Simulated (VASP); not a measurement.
# CoO (P6_3mc) in VASP: a series of runs

The runs below take CoO through relaxation of cell and atoms, band structure, with PBE+U.

Everything below comes from runs of VASP 6.6.1. Logs are shortened: lines on timing, memory, paths and dates and some standing lists are left out, and cuts for length are marked.

## (1) The crystal as given

It takes space group P6_3mc (No. 186, hexagonal). The conventional cell has a = 3.116 Å, b = 3.116 Å, c = 4.993 Å, α = 90.00°, β = 90.00°, γ = 120.00°. Co (site symmetry 3m) is surrounded by 4 O at 1.89 to 1.90 Å. O (site symmetry 3m) is surrounded by 4 Co at 1.89 to 1.90 Å.

The cell was built by a generator and needn't be a form met in nature.

## (2) Relaxation of cell and atoms, PBE+U, collinear spin, ferromagnetic start

INCAR reads:

```
SYSTEM = CoO
PREC = Accurate
ENCUT = 600
EDIFF = 1E-6
ISMEAR = 0
SIGMA = 0.03
LREAL = .False.
LASPH = .True.
NELM = 150
ALGO = Normal
ISIF = 3
LWAVE = .False.
LCHARG = .False.
ISPIN = 2
MAGMOM = 3 3 0 0
LORBIT = 11
LMAXMIX = 4
LDAU = .True.
LDAUTYPE = 2
LDAUL = 2 -1
LDAUU = 3.32 0
LDAUJ = 0 0
LDAUPRINT = 1
GGA = PE
IBRION = 2
NSW = 90
EDIFFG = -0.01
AMIX = 0.2
BMIX = 1E-4
AMIX_MAG = 0.8
BMIX_MAG = 1E-4
KPAR = 2
```

KPOINTS reads:

```
regular mesh
0
Gamma
  12 12 6
  0 0 0
```

POSCAR reads:

```
CoO
1.0
    3.1164233800      0.0000000000      0.0000000000
   -1.5582116900      2.6989018200      0.0000000000
    0.0000000000      0.0000000000      4.9928148500
Co O
2 2
Direct
    0.3333333300      0.6666666700      0.5000000000
    0.6666666700      0.3333333300      0.0000000000
    0.6666666700      0.3333333300      0.3790100000
    0.3333333300      0.6666666700      0.8790100000
```

Potentials or basis: VASP PAW PBE potentials, release 64 (Co, O).

The run is started by

```bash
$ cat potpaw_PBE.64/Co/POTCAR potpaw_PBE.64/O/POTCAR > POTCAR
$ mpirun -np 2 vasp_std > vasp.out
```

OUTCAR:

```text
SYSTEM = CoO
   PREC = Accurate
   ENCUT = 600
   EDIFF = 1E-6
   ISMEAR = 0
   LREAL = .False.
   LASPH = .True.
   NELM = 150
   ISIF = 3
   ISPIN = 2
   LORBIT = 11
   GGA = PE
   IBRION = 2
   NSW = 90
   EDIFFG = -0.01
   AMIX = 0.2
   AMIX_MAG = 0.8

 ion  position               nearest neighbor table
   1  0.333  0.667  0.500-   4 1.89   3 1.90   3 1.90   3 1.90   2 3.08   2 3.08   2 3.08   2 3.08
                             2 3.08   2 3.08
   2  0.667  0.333  0.000-   3 1.89   4 1.90   4 1.90   4 1.90   1 3.08   1 3.08   1 3.08   1 3.08
                             1 3.08   1 3.08
   3  0.667  0.333  0.379-   2 1.89   1 1.90   1 1.90   1 1.90
   4  0.333  0.667  0.879-   1 1.89   2 1.90   2 1.90   2 1.90

  LATTYP: Found a hexagonal cell.
 ALAT       =     3.1164233800
 C/A-ratio  =     1.6020977387

  Lattice vectors:

 A1 = (   3.1164233800,   0.0000000000,   0.0000000000)
 A2 = (  -1.5582116900,   2.6989018200,   0.0000000000)
 A3 = (   0.0000000000,   0.0000000000,   4.9928148500)

Analysis of symmetry for initial positions (statically):
=====================================================================
 Subroutine PRICEL returns:
 Original cell was already a primitive cell.

 Routine SETGRP: Setting up the symmetry group for a
 hexagonal supercell.

 Subroutine GETGRP returns: Found 12 space group operations
 (whereof  6 operations were pure point group operations)
 out of a pool of 24 trial point group operations.

The static configuration has the point symmetry C_3v.
 The point group associated with its full space group is C_6v.

Analysis of symmetry for dynamics (positions and initial velocities):
=====================================================================
 Subroutine PRICEL returns:
 Original cell was already a primitive cell.

 Routine SETGRP: Setting up the symmetry group for a
 hexagonal supercell.

 Subroutine GETGRP returns: Found 12 space group operations
 (whereof  6 operations were pure point group operations)
 out of a pool of 24 trial point group operations.

The dynamic configuration has the point symmetry C_3v.
 The point group associated with its full space group is C_6v.

Analysis of structural, dynamic, and magnetic symmetry:
=====================================================================
 Subroutine PRICEL returns:
 Original cell was already a primitive cell.

 Routine SETGRP: Setting up the symmetry group for a
 hexagonal supercell.

 Subroutine GETGRP returns: Found 12 space group operations
 (whereof  6 operations were pure point group operations)
 out of a pool of 24 trial point group operations.

The overall configuration has the point symmetry C_3v.
 The point group associated with its full space group is C_6v.

 Subroutine INISYM returns: Found 12 space group operations
 (whereof  6 operations are pure point group operations),
 and found     1 'primitive' translations

----------------------------------------------------------------------------------------

                                     Primitive cell

  volume of cell :      41.9942

  direct lattice vectors                    reciprocal lattice vectors
     3.116423380  0.000000000  0.000000000     0.320880663  0.185260537  0.000000000
    -1.558211690  2.698901820  0.000000000     0.000000000  0.370521074  0.000000000
     0.000000000  0.000000000  4.992814850     0.000000000  0.000000000  0.200287820

  length of vectors
     3.116423380  3.116423383  4.992814850     0.370521074  0.370521074  0.200287820

  position of ions in fractional coordinates (direct lattice)
     0.333333330  0.666666670  0.500000000
     0.666666670  0.333333330  0.000000000
     0.666666670  0.333333330  0.379010000
     0.333333330  0.666666670  0.879010000

  ion indices of the primitive-cell ions
   primitive index   ion index
                 1           1
                 2           2
                 3           3
                 4           4

----------------------------------------------------------------------------------------

 KPOINTS: regular mesh

Automatic generation of k-mesh.
 Grid dimensions read from file:
[... 117 lines left out ...]
  ---------------------------------------------------
  free energy    TOTEN  =       -23.79575176 eV

  energy without entropy =      -23.79575176  energy(sigma->0) =      -23.79575176

------------------------ aborting loop because EDIFF is reached ----------------------------------------

  FORCE on cell =-STRESS in cart. coord.  units (eV):
  Direction    XX          YY          ZZ          XY          YZ          ZX
  --------------------------------------------------------------------------------------
  -------------------------------------------------------------------------------------
  Total        7.4752333      7.4752334      7.6310845      0.0000000     -0.0000000      0.0000000
  in kB      285.1979077    285.1979085    291.1440014      0.0000000     -0.0000000      0.0000000
  external PRESSURE =     287.1799392 kB  Pullay stress =       0.0000000 kB
[... 25 lines left out ...]
--------------------------------------- Ionic step        2  -------------------------------------------

 number of electron      30.0000013 magnetization       6.0000005

 E-fermi :   3.6975     XC(G=0): -10.1809

 val. band max:        3.4981650486   @ k =   0.0000   0.0000   0.0000
 cond. band min:       4.2213556824   @ k =   0.0000   0.0000   0.0000
 fundamental gap:      0.7231906338
 Fermi energy:         3.6975065844

 spin component 1

 k-point     1 :       0.0000    0.0000    0.0000
  band No.  band energies     occupation
      1     -14.1739      1.00000
      2     -13.7377      1.00000
      3      -2.0214      1.00000
      4      -2.0214      1.00000
      5      -1.8964      1.00000
      6      -1.7431      1.00000
[... 1264 lines left out ...]
  FREE ENERGIE OF THE ION-ELECTRON SYSTEM (eV)
  ---------------------------------------------------
  free  energy   TOTEN  =       -24.3619269106 eV

  energy  without entropy=      -24.3619269106  energy(sigma->0) =      -24.36192691

[... ionic steps 4 to 10 ...]

--------------------------------------- Ionic step       11  -------------------------------------------

 number of electron      29.9999997 magnetization       5.9999999

------------------------ aborting loop because EDIFF is reached ----------------------------------------
[... 65 lines left out ...]
  FREE ENERGIE OF THE ION-ELECTRON SYSTEM (eV)
  ---------------------------------------------------
  free  energy   TOTEN  =       -24.3627168028 eV

  energy  without entropy=      -24.3627168028  energy(sigma->0) =      -24.36271680

atom =   1  type =  1  l = 2

 onsite density matrix

spin component  1

  0.9827 -0.0000 -0.0000  0.0078  0.0000
 -0.0000  0.9748  0.0000  0.0000  0.0078
 -0.0000  0.0000  0.9888  0.0000  0.0000
  0.0078  0.0000  0.0000  0.9748 -0.0000
  0.0000  0.0078  0.0000 -0.0000  0.9827

spin component  2

  0.3773 -0.0000  0.0000 -0.3889  0.0000
 -0.0000  0.6882 -0.0000  0.0000 -0.3889
  0.0000 -0.0000  0.1239 -0.0000  0.0000
 -0.3889  0.0000 -0.0000  0.6882 -0.0000
  0.0000 -0.3889  0.0000 -0.0000  0.3773

 occupancies and eigenvectors

  o =  0.1140  v =  0.0000  0.0000  0.0000  0.0000  0.0000 -0.8280  0.0000  0.0000 -0.5607  0.0000      0.0000  0.0000  0.0000  0.0000  0.0000  0.0000  0.0000  0.0000  0.0000  0.0000
  o =  0.1140  v =  0.0000  0.0000  0.0000  0.0000  0.0000  0.0000  0.5607 -0.0000  0.0000  0.8280      0.0000  0.0000  0.0000  0.0000  0.0000  0.0000  0.0000  0.0000  0.0000  0.0000
  o =  0.1239  v =  0.0000  0.0000  0.0000  0.0000  0.0000  0.0000 -0.0000 -1.0000  0.0000 -0.0000      0.0000  0.0000  0.0000  0.0000  0.0000  0.0000  0.0000  0.0000  0.0000  0.0000
  o =  0.9516  v =  0.0000  0.0000  0.0000  0.0000  0.0000  0.5607  0.0000  0.0000 -0.8280  0.0000      0.0000  0.0000  0.0000  0.0000  0.0000  0.0000  0.0000  0.0000  0.0000  0.0000
  o =  0.9516  v =  0.0000  0.0000  0.0000  0.0000  0.0000  0.0000 -0.8280  0.0000  0.0000  0.5607      0.0000  0.0000  0.0000  0.0000  0.0000  0.0000  0.0000  0.0000  0.0000  0.0000
  o =  0.9700  v =  0.5254  0.0000  0.0000 -0.8509 -0.0000  0.0000  0.0000  0.0000  0.0000  0.0000      0.0000  0.0000  0.0000  0.0000  0.0000  0.0000  0.0000  0.0000  0.0000  0.0000
  o =  0.9700  v =  0.0000  0.8509  0.0000  0.0000 -0.5254  0.0000  0.0000  0.0000  0.0000  0.0000      0.0000  0.0000  0.0000  0.0000  0.0000  0.0000  0.0000  0.0000  0.0000  0.0000
  o =  0.9875  v = -0.8509  0.0000  0.0000 -0.5254 -0.0000  0.0000  0.0000  0.0000  0.0000  0.0000      0.0000  0.0000  0.0000  0.0000  0.0000  0.0000  0.0000  0.0000  0.0000  0.0000
  o =  0.9875  v =  0.0000  0.5254 -0.0000 -0.0000  0.8509  0.0000  0.0000  0.0000  0.0000  0.0000      0.0000  0.0000  0.0000  0.0000  0.0000  0.0000  0.0000  0.0000  0.0000  0.0000
  o =  0.9888  v =  0.0000  0.0000  1.0000  0.0000  0.0000  0.0000  0.0000  0.0000  0.0000  0.0000      0.0000  0.0000  0.0000  0.0000  0.0000  0.0000  0.0000  0.0000  0.0000  0.0000

atom =   2  type =  1  l = 2

 onsite density matrix

spin component  1

  0.9827 -0.0000 -0.0000 -0.0078  0.0000
 -0.0000  0.9748 -0.0000  0.0000 -0.0078
 -0.0000 -0.0000  0.9888 -0.0000  0.0000
 -0.0078  0.0000 -0.0000  0.9748 -0.0000
  0.0000 -0.0078  0.0000 -0.0000  0.9827

spin component  2

  0.3773  0.0000 -0.0000  0.3889  0.0000
  0.0000  0.6882  0.0000  0.0000  0.3889
 -0.0000  0.0000  0.1239  0.0000  0.0000
  0.3889  0.0000  0.0000  0.6882 -0.0000
  0.0000  0.3889  0.0000 -0.0000  0.3773

 occupancies and eigenvectors

  o =  0.1140  v =  0.0000  0.0000  0.0000  0.0000  0.0000 -0.8280  0.0000  0.0000  0.5607 -0.0000      0.0000  0.0000  0.0000  0.0000  0.0000  0.0000  0.0000  0.0000  0.0000  0.0000
  o =  0.1140  v =  0.0000  0.0000  0.0000  0.0000  0.0000 -0.0000 -0.5607 -0.0000  0.0000  0.8280      0.0000  0.0000  0.0000  0.0000  0.0000  0.0000  0.0000  0.0000  0.0000  0.0000
  o =  0.1239  v =  0.0000  0.0000  0.0000  0.0000  0.0000  0.0000  0.0000 -1.0000 -0.0000 -0.0000      0.0000  0.0000  0.0000  0.0000  0.0000  0.0000  0.0000  0.0000  0.0000  0.0000
  o =  0.9516  v =  0.0000  0.0000  0.0000  0.0000  0.0000 -0.5607 -0.0000 -0.0000 -0.8280 -0.0000      0.0000  0.0000  0.0000  0.0000  0.0000  0.0000  0.0000  0.0000  0.0000  0.0000
  o =  0.9516  v =  0.0000  0.0000  0.0000  0.0000  0.0000 -0.0000  0.8280  0.0000 -0.0000  0.5607      0.0000  0.0000  0.0000  0.0000  0.0000  0.0000  0.0000  0.0000  0.0000  0.0000
  o =  0.9700  v =  0.5254  0.0000  0.0000  0.8509 -0.0000  0.0000  0.0000  0.0000  0.0000  0.0000      0.0000  0.0000  0.0000  0.0000  0.0000  0.0000  0.0000  0.0000  0.0000  0.0000
  o =  0.9700  v =  0.0000  0.8509 -0.0000  0.0000  0.5254  0.0000  0.0000  0.0000  0.0000  0.0000      0.0000  0.0000  0.0000  0.0000  0.0000  0.0000  0.0000  0.0000  0.0000  0.0000
  o =  0.9875  v = -0.8509  0.0000  0.0000  0.5254 -0.0000  0.0000  0.0000  0.0000  0.0000  0.0000      0.0000  0.0000  0.0000  0.0000  0.0000  0.0000  0.0000  0.0000  0.0000  0.0000
  o =  0.9875  v =  0.0000 -0.5254 -0.0000  0.0000  0.8509  0.0000  0.0000  0.0000  0.0000  0.0000      0.0000  0.0000  0.0000  0.0000  0.0000  0.0000  0.0000  0.0000  0.0000  0.0000
  o =  0.9888  v =  0.0000  0.0000 -1.0000  0.0000 -0.0000  0.0000  0.0000  0.0000  0.0000  0.0000      0.0000  0.0000  0.0000  0.0000  0.0000  0.0000  0.0000  0.0000  0.0000  0.0000

--------------------------------------- Ionic step       13  -------------------------------------------

 number of electron      29.9999997 magnetization       5.9999999

 Free energy of the ion-electron system (eV)
  ---------------------------------------------------
  ext. energy  EPLUGINS =         0.00000000
  ---------------------------------------------------
  free energy    TOTEN  =       -24.36279354 eV

  energy without entropy =      -24.36279354  energy(sigma->0) =      -24.36279354

 E-fermi :   4.8940     XC(G=0): -10.7036

 val. band max:        4.7284415015   @ k =   0.0000   0.0000   0.0000
 cond. band min:       5.4396323357   @ k =   0.0000   0.0000   0.0000
 fundamental gap:      0.7111908342
 Fermi energy:         4.8939584946

 spin component 1

 k-point     1 :       0.0000    0.0000    0.0000
  band No.  band energies     occupation
      1     -13.7936      1.00000
      2     -13.2457      1.00000
      3      -1.3688      1.00000
      4      -1.3688      1.00000
      5      -1.2033      1.00000
      6      -1.0446      1.00000
[... 1226 lines left out ...]
  FREE ENERGIE OF THE ION-ELECTRON SYSTEM (eV)
  ---------------------------------------------------
  free  energy   TOTEN  =       -24.3627935434 eV

  energy  without entropy=      -24.3627935434  energy(sigma->0) =      -24.36279354

 reached required accuracy - stopping structural energy minimisation

 total charge

# of ion       s       p       d       tot
------------------------------------------
    1        0.340   0.401   7.134   7.876
    2        0.340   0.401   7.134   7.876
    3        1.545   3.462   0.000   5.007
    4        1.545   3.462   0.000   5.007
--------------------------------------------------
tot          3.770   7.726  14.269  25.764

 magnetization (x)

# of ion       s       p       d       tot
------------------------------------------
    1        0.020   0.047   2.647   2.714
    2        0.020   0.047   2.647   2.714
    3        0.015   0.166   0.000   0.181
    4        0.015   0.166   0.000   0.181
--------------------------------------------------
tot          0.069   0.425   5.294   5.789
```

Run time: 4.8 min. Hardware: 2 MPI ranks of Intel Xeon 6975P-C (Granite Rapids), shared host; peak memory 0.29 GiB.

What came out:

| Property | Result |
| --- | --- |
| Free energy | -24.3628 eV |
| Relaxed volume | 12.30 Å³/atom |
| Relaxed cell | a = 3.293 Å, b = 3.293 Å, c = 5.237 Å, α = 90.00°, β = 90.00°, γ = 120.00° |
| Space group after relaxing (to 0.05 Å) | P6_3mc (No. 186) |
| Energy gained by relaxing | 141.8 meV/atom |
| Ionic steps | 13 |
| Pressure after relaxing | 0.1 GPa |
| Band gap on the k mesh | 0.71 eV, direct |
| Net moment | 6.00 μB per cell |
| Site moments | Co +2.71; O +0.18 μB |
| Valence electrons inside the program's atomic spheres | Co 7.88; O 5.01 |

Stress tensor (GPa, compression positive):
```
 0.10  0.00  0.00
 0.00  0.10  0.00
 0.00  0.00 -0.02
```

Step by step:
| step | energy change (eV) | largest force (eV/Å) | pressure (GPa) | volume (Å³) |
| --- | --- | --- | --- | --- |
| 1 | 0.0000 | 0.1762 | 28.72 | 41.99 |
| 2 | -0.3744 | 0.0454 | -10.67 | 54.50 |
| 3 | -0.5662 | 0.0006 | -0.02 | 49.24 |
| 4 | -0.5660 | 0.0024 | 0.40 | 49.08 |
| 5 | -0.5664 | 0.0291 | 0.35 | 49.09 |
| 6 | -0.5664 | 0.0454 | 0.34 | 49.10 |
| 7 | -0.5668 | 0.0242 | -0.03 | 49.23 |
| 8 | -0.5668 | 0.0181 | -0.13 | 49.27 |
| 9 | -0.5668 | 0.0164 | -0.20 | 49.28 |
| 10 | -0.5668 | 0.0179 | -0.13 | 49.28 |
| 11 | -0.5669 | 0.0079 | -0.06 | 49.25 |
| 12 | -0.5670 | 0.0080 | 0.06 | 49.20 |
| 13 | -0.5670 | 0.0013 | 0.06 | 49.20 |

Final structure:
```yaml
crystal:
  lattice:
    - [3.29342, 0.00000, 0.00000]
    - [-1.64671, 2.85218, 0.00000]
    - [0.00000, 0.00000, 5.23740]
  atoms:
    - { symbol: Co, position: [0.33333, 0.66667, 0.49798] }
    - { symbol: Co, position: [0.66667, 0.33333, 0.99798] }
    - { symbol: O, position: [0.66667, 0.33333, 0.38103] }
    - { symbol: O, position: [0.33333, 0.66667, 0.88103] }
```

Eigenvalues of the final occupation matrices:
```tsv
site	spin	trace	eigenvalues
site 1 d	1	4.90	0.97 0.97 0.99 0.99 0.99
site 1 d	2	2.25	0.11 0.11 0.12 0.95 0.95
site 2 d	1	4.90	0.97 0.97 0.99 0.99 0.99
site 2 d	2	2.25	0.11 0.11 0.12 0.95 0.95
```

Caveat: the volume moved by over 15 % at a fixed basis, so the end points are rough.

[end of part 1 of 2]
